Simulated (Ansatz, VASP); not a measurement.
# Cross-check of HC10F (F-terminated C(111)) between VASP and Ansatz

One calculation is typed for both programs; each brings its own data sets and cutoff. How far apart do they land? The structure shown is the end of the VASP relaxation below.

Main program and level: Ansatz 0.2.0; plane waves, with VASP 6.6.1 beside it; single point at PBE and band structure at PBE.

## (1) Starting point

The cell holds 12 atoms: 10 C, 1 H and 1 F. Cell: a = 2.527 Å, b = 2.527 Å, c = 27.198 Å, α = 90.0°, β = 90.0°, γ = 60.0°. It derives from C. As first built, before any earlier steps moved the atoms (in the runner's words): 10 layers of C at this functional's lattice, F on top and H below. Vacuum lies along c.

Structure file:

```
C H F
1.0
     2.52679    0.00000    0.00000
     1.26339    2.18826    0.00000
     0.00000    0.00000   27.19823
C H F
10 1 1
Direct
  0.33333 0.33333 0.33581
  0.66667 0.66667 0.35375
  0.66667 0.66667 0.41088
  0.00000 0.00000 0.42980
  0.00000 0.00000 0.48670
  0.33333 0.33333 0.50565
  0.33333 0.33333 0.56253
  0.66667 0.66667 0.58148
  0.66667 0.66667 0.63859
  0.00000 0.00000 0.65711
  0.33333 0.33333 0.29498
  0.00000 0.00000 0.70780
```

## (2) VASP: relaxation, PBE

This run makes the geometry at which the two programs are then compared.

Lines of VASP's logs that name or quote its potential files are left out, and so is its time.

INCAR reads:

```
SYSTEM = HC10F
PREC = Normal
ENCUT = 440
EDIFF = 1E-05
NELM = 120
ISMEAR = 0
SIGMA = 0.03
LREAL = .FALSE.
ALGO = Fast
GGA = PE
NBANDS = 36
LORBIT = 11
LWAVE = .FALSE.
LCHARG = .FALSE.
KPAR = 4
IBRION = 2
NSW = 60
ISIF = 2
EDIFFG = -0.03
POTIM = 0.4
MAXMIX = 40
IDIPOL = 3
LDIPOL = .TRUE.
DIPOL = 0.5 0.5 0.497
```

POSCAR reads:

```
HC10F
1.0
    2.5267879902      0.0000000000      0.0000000000
    1.2633939951      2.1882625895      0.0000000000
    0.0000000000      0.0000000000     27.1982334576
C H F
10 1 1
Direct
    0.3333333300      0.3333333300      0.3353159000
    0.6666666700      0.6666666700      0.3542795700
    0.6666666700      0.6666666700      0.4111705900
    0.0000000000      0.0000000000      0.4301342700
    0.0000000000      0.0000000000      0.4870252900
    0.3333333300      0.3333333300      0.5059889600
    0.3333333300      0.3333333300      0.5628799900
    0.6666666700      0.6666666700      0.5818436600
    0.6666666700      0.6666666700      0.6387346800
    0.0000000000      0.0000000000      0.6576983600
    0.3333333300      0.3333333300      0.2941367500
    0.0000000000      0.0000000000      0.7058632500
```

KPOINTS reads:

```
Automatic mesh
0
Gamma
12 12 1
0 0 0
```

Potentials, in the order of the species: C, H and F (PBE family, release 64).

Run with:

```console
mpirun -np 4 vasp_std
```

Numbers of over 12 decimals in the logs are rounded to 6 here.

Output:

```text
[banner, memory and clock lines left out]
running    4 mpi-ranks, on    1 nodes
 distrk:  each k-point on    1 cores,    4 groups
 distr:  one band on    1 cores,    1 groups

 POSCAR found type information on POSCAR C H F
 POSCAR found :  3 types and      12 ions
 LDA part: xc-table for (Slater+PW92), standard interpolation
 POSCAR, INCAR and KPOINTS ok, starting setup
 FFT: planning ... GRIDC
 FFT: planning ... GRID_SOFT
 FFT: planning ... GRID
 WAVECAR not read
 entering main loop
       N       E                     dE             d eps       ncg     rms          rms(c)
DAV:   1     0.278568497022E+03    0.27857E+03   -0.21518E+04  1376   0.105E+03
DAV:   2    -0.771988484331E+02   -0.35577E+03   -0.33575E+03  1912   0.273E+02
DAV:   3    -0.101495274954E+03   -0.24296E+02   -0.24000E+02  1700   0.725E+01
DAV:   4    -0.102077155390E+03   -0.58188E+00   -0.57979E+00  1880   0.122E+01
DAV:   5    -0.102096379819E+03   -0.19224E-01   -0.19199E-01  1944   0.212E+00    0.136E+01
RMM:   6    -0.990153368709E+02    0.30810E+01   -0.25798E+00  1368   0.758E+00    0.786E+00
RMM:   7    -0.980814203961E+02    0.93392E+00   -0.29217E+00  1371   0.818E+00    0.210E+00
RMM:   8    -0.980796779432E+02    0.17425E-02   -0.21220E-01  1402   0.262E+00    0.676E-01
RMM:   9    -0.980777834713E+02    0.18945E-02   -0.29444E-02  1450   0.871E-01    0.181E-01
RMM:  10    -0.980773052572E+02    0.47821E-03   -0.61075E-03  1427   0.374E-01    0.595E-02
RMM:  11    -0.980770878464E+02    0.21741E-03   -0.22895E-03  1617   0.192E-01    0.457E-02
RMM:  12    -0.980770904209E+02   -0.25745E-05   -0.45662E-04  1413   0.100E-01    0.470E-02
RMM:  13    -0.980770353217E+02    0.55099E-04   -0.20632E-04  1379   0.628E-02    0.168E-02
RMM:  14    -0.980772378209E+02   -0.20250E-03   -0.13234E-04  1316   0.428E-02    0.184E-02
RMM:  15    -0.980772611726E+02   -0.23352E-04   -0.47919E-05  1079   0.242E-02    0.108E-02
RMM:  16    -0.980773251282E+02   -0.63956E-04   -0.39524E-05  1040   0.208E-02    0.522E-03
RMM:  17    -0.980773720052E+02   -0.46877E-04   -0.77112E-06   931   0.104E-02    0.360E-03
RMM:  18    -0.980774347996E+02   -0.62794E-04   -0.10661E-05   941   0.974E-03    0.343E-03
RMM:  19    -0.980774447935E+02   -0.99939E-05   -0.23073E-06   829   0.569E-03
   1 F= -.98077445E+02 E0= -.98077445E+02  d E =-.980774E+02
[... from here on, the cycles between the ionic steps are left out ...]
   2 F= -.97775414E+02 E0= -.97775414E+02  d E =0.302030E+00
   3 F= -.98178425E+02 E0= -.98178425E+02  d E =-.100980E+00
   4 F= -.98178514E+02 E0= -.98178514E+02  d E =-.101069E+00
   5 F= -.98185550E+02 E0= -.98185550E+02  d E =-.703601E-02
   6 F= -.98186916E+02 E0= -.98186916E+02  d E =-.840247E-02
   7 F= -.98189343E+02 E0= -.98189343E+02  d E =-.242692E-02
   8 F= -.98189357E+02 E0= -.98189357E+02  d E =-.244136E-02
   9 F= -.98190554E+02 E0= -.98190554E+02  d E =-.119661E-02
  10 F= -.98190554E+02 E0= -.98190554E+02  d E =-.119630E-02
  11 F= -.98190796E+02 E0= -.98190796E+02  d E =-.242183E-03
 trial-energy change:   -0.000242  1 .order   -0.000243   -0.001107    0.000622
 step:   0.5267(harm=  0.5267)  dis= 0.00184  next Energy=   -98.190908 (dE=-0.354E-03)
 bond charge predicted
       N       E                     dE             d eps       ncg     rms          rms(c)
DAV:   1    -0.981908856974E+02   -0.90653E-04   -0.19385E-02  1512   0.801E-01    0.324E-02
RMM:   2    -0.981909023019E+02   -0.16604E-04   -0.33383E-04  1391   0.103E-01    0.485E-03
RMM:   3    -0.981909086809E+02   -0.63789E-05   -0.43990E-05  1143   0.368E-02
  12 F= -.98190909E+02 E0= -.98190909E+02  d E =-.354935E-03
 curvature:  -0.47 expect dE=-0.108E-04 dE for cont linesearch -0.446E-06
 trial: gam= 0.00756 g(F)=  0.231E-04 g(S)=  0.000E+00 ort = 0.477E-04 (trialstep = 0.763E+00)
 search vector abs. value=  0.240E-04
 reached required accuracy - stopping structural energy minimisation
```

From OUTCAR (step 2):

```text
ion  position               nearest neighbor table
   1  0.333  0.333  0.335-  11 1.12   2 1.55   2 1.55   2 1.55
   2  0.667  0.667  0.354-   3 1.55   1 1.55   1 1.55   1 1.55
   3  0.667  0.667  0.411-   2 1.55   4 1.55   4 1.55   4 1.55
   4  0.000  0.000  0.430-   5 1.55   3 1.55   3 1.55   3 1.55
   5  0.000  0.000  0.487-   4 1.55   6 1.55   6 1.55   6 1.55
   6  0.333  0.333  0.506-   5 1.55   5 1.55   5 1.55   7 1.55
   7  0.333  0.333  0.563-   8 1.55   8 1.55   8 1.55   6 1.55
   8  0.667  0.667  0.582-   9 1.55   7 1.55   7 1.55   7 1.55
   9  0.667  0.667  0.639-   8 1.55  10 1.55  10 1.55  10 1.55
  10  0.000  0.000  0.658-  12 1.31   9 1.55   9 1.55   9 1.55
  11  0.333  0.333  0.294-   1 1.12
  12  0.000  0.000  0.706-  10 1.31

  LATTYP: Found a hexagonal cell.
 ALAT       =     2.5267879902
 C/A-ratio  =    10.7639554893

 Subroutine GETGRP returns: Found  6 space group operations
 (whereof  6 operations were pure point group operations)

The static configuration has the point symmetry C_3v.

 Found     19 irreducible k-points:

   k-points           NKPTS =     19   k-points in BZ     NKDIM =     19   number of bands    NBANDS=     36

   dimension x,y,z NGX =    14 NGY =   14 NGZ =  140
   dimension x,y,z NGXF=    28 NGYF=   28 NGZF=  280

   ENCUT  =  440.0 eV  32.34 Ry    5.69 a.u.   4.32  4.32 46.52*2*pi/ulx,y,z

   NELECT =      48.0000    total number of electrons

 k-points in reciprocal lattice and weights: Automatic mesh
   0.00000000  0.00000000  0.00000000       0.007
   0.08333333 -0.00000000  0.00000000       0.042
   0.16666667 -0.00000000  0.00000000       0.042
   0.25000000 -0.00000000  0.00000000       0.042
   0.33333333 -0.00000000  0.00000000       0.042
   0.41666667 -0.00000000  0.00000000       0.042
   0.50000000 -0.00000000  0.00000000       0.021
   0.16666667  0.08333333  0.00000000       0.042
   0.25000000  0.08333333  0.00000000       0.083
[...]
-0.41666667  0.25000000  0.00000000       0.083
  -0.33333333  0.33333333  0.00000000       0.014

 dipolmoment           0.000000      0.000000      0.145957 electrons x Angstroem

 average (electrostatic) potential at core
       1 -54.3220       2 -54.4650       3 -54.4787       4 -54.4781       5 -54.4885
       6 -54.4910       7 -54.4794       8 -54.5139       9 -54.1218      10 -55.3822
      11 -37.4524      12 -78.7665

 E-fermi :   0.8168

 k-point     1 :       0.0000    0.0000    0.0000
  band No.  band energies     occupation
    ...
     20      -0.5989      2.00000
     21       0.0683      2.00000
     22       0.0683      2.00000
     23       0.6524      2.00000
     24       0.6525      2.00000
     25       3.1605      0.00000
     26       4.5905      0.00000
     27       5.6301      0.00000
     28       6.2815      0.00000
     29       6.6334      0.00000
    ...

 k-point     2 :       0.0833   -0.0000    0.0000
  band No.  band energies     occupation
    ...
     20      -0.8143      2.00000
     21      -0.4844      2.00000
     22      -0.1646      2.00000
     23       0.0703      2.00000
     24       0.4449      2.00000
     25       3.3187      0.00000
     26       4.7869      0.00000
     27       5.8153      0.00000
     28       6.3620      0.00000
     29       6.8313      0.00000
    ...

 k-point     3 :       0.1667   -0.0000    0.0000
  band No.  band energies     occupation
    ...
     20      -1.6302      2.00000
     21      -1.1928      2.00000
     22      -0.7814      2.00000
     23      -0.7485      2.00000
     24      -0.0429      2.00000
     25       3.7868      0.00000
     26       5.3569      0.00000
     27       5.7794      0.00000
     28       6.4846      0.00000
     29       7.0217      0.00000
    ...

  Total        0.6552671      0.6552671     -0.6978940      0.0000000      0.0000000      0.0000000
  in kB        6.9810378      6.9810378     -7.4351731      0.0000000      0.0000000      0.0000000
  external PRESSURE =       2.1756341 kB  Pullay stress =       0.0000000 kB

  energy-cutoff  :      440.00
  volume of cell :      150.39
      direct lattice vectors                 reciprocal lattice vectors
     2.526787990  0.000000000  0.000000000     0.395759361 -0.228491774  0.000000000
     1.263393995  2.188262589  0.000000000     0.000000000  0.456983547  0.000000000
     0.000000000  0.000000000 27.198233458     0.000000000  0.000000000  0.036767094

 POSITION                                       TOTAL-FORCE (eV/Angst)
 -----------------------------------------------------------------------------------
      1.26339      0.72942      9.13344        -0.000000      0.000000     -0.003880
      2.52679      1.45884      9.62141        -0.000000     -0.000000     -0.012016
      2.52679      1.45884     11.17514         0.000000      0.000000     -0.001950
      0.00000      0.00000     11.68976         0.000000      0.000000      0.002653
      0.00000      0.00000     13.23731        -0.000000      0.000000     -0.010242
      1.26339      0.72942     13.75267        -0.000000      0.000000     -0.001780
      1.26339      0.72942     15.29969         0.000000      0.000000      0.000719
      2.52679      1.45884     15.81530        -0.000000      0.000000      0.009856
      2.52679      1.45884     17.36848        -0.000000      0.000000      0.010083
      0.00000      0.00000     17.87227         0.000000     -0.000000     -0.005466
      1.26339      0.72942      8.02303        -0.000000      0.000000      0.002901
      0.00000      0.00000     19.25089        -0.000000      0.000000      0.009122
 -----------------------------------------------------------------------------------
    total drift:                               -0.000131     -0.000076      0.002700

  FREE ENERGIE OF THE ION-ELECTRON SYSTEM (eV)
  ---------------------------------------------------
  free  energy   TOTEN  =       -98.1909086809 eV

  energy  without entropy=      -98.1909086809  energy(sigma->0) =      -98.19090868

 reached required accuracy - stopping structural energy minimisation

 vacuum level on the upper side and lower side of the slab         8.574         3.713

 total charge
# of ion       s       p       d       tot
------------------------------------------
    1        0.839   1.758   0.000   2.597
    2        0.829   1.744   0.000   2.573
    3        0.831   1.741   0.000   2.572
    4        0.831   1.744   0.000   2.574
    5        0.831   1.743   0.000   2.574
    6        0.831   1.743   0.000   2.574
    7        0.831   1.743   0.000   2.574
    8        0.831   1.738   0.000   2.568
    9        0.838   1.760   0.000   2.598
   10        0.826   1.664   0.000   2.490
   11        0.646   0.041   0.000   0.687
   12        1.771   4.370   0.000   6.142
--------------------------------------------------
tot         10.734  21.789   0.000  32.523

[... 3 further parts left out ...]
```

CONTCAR:

```
HC10F
   1.00000000000000
     2.5267879901999999    0.0000000000000000    0.0000000000000000
     1.2633939950999999    2.1882625894999999    0.0000000000000000
     0.0000000000000000    0.0000000000000000   27.1982334576000007
  C               H               F
    10     1     1
Direct
     0.3333333300000021    0.3333333300000021    0.3358100509522761
     0.6666666699999979    0.6666666699999979    0.3537512031079865
     0.6666666699999979    0.6666666699999979    0.4108772876213079
     0.0000000000000000    0.0000000000000000    0.4297986328943602
     0.0000000000000000    0.0000000000000000    0.4866973411538613
     0.3333333300000021    0.3333333300000021    0.5056457102193367
     0.3333333300000021    0.3333333300000021    0.5625253031263969
     0.6666666699999979    0.6666666699999979    0.5814826431906479
     0.6666666699999979    0.6666666699999979    0.6385884986258501
     0.0000000000000000    0.0000000000000000    0.6571115365324749
     0.3333333300000021    0.3333333300000021    0.2949836247311310
     0.0000000000000000    0.0000000000000000    0.7077994378443662
```

The run keeps the 6 symmetry operations of its start, so it cannot find a distortion of lower symmetry.

(Continued in part 2 of 3.)

[Lines on the potential files, build, host, timing and source positions are cut from VASP's logs without a mark.]

[Logs are printed without paths, hosts, clocks, repeated set-up lines and the standing remarks that a program may print on its own settings, such as how far it seeks lower states.]

[Hosts, paths, dates, database ids (printed as entryN), source tags and the programs' standing remarks are cut or masked in the printed files.]
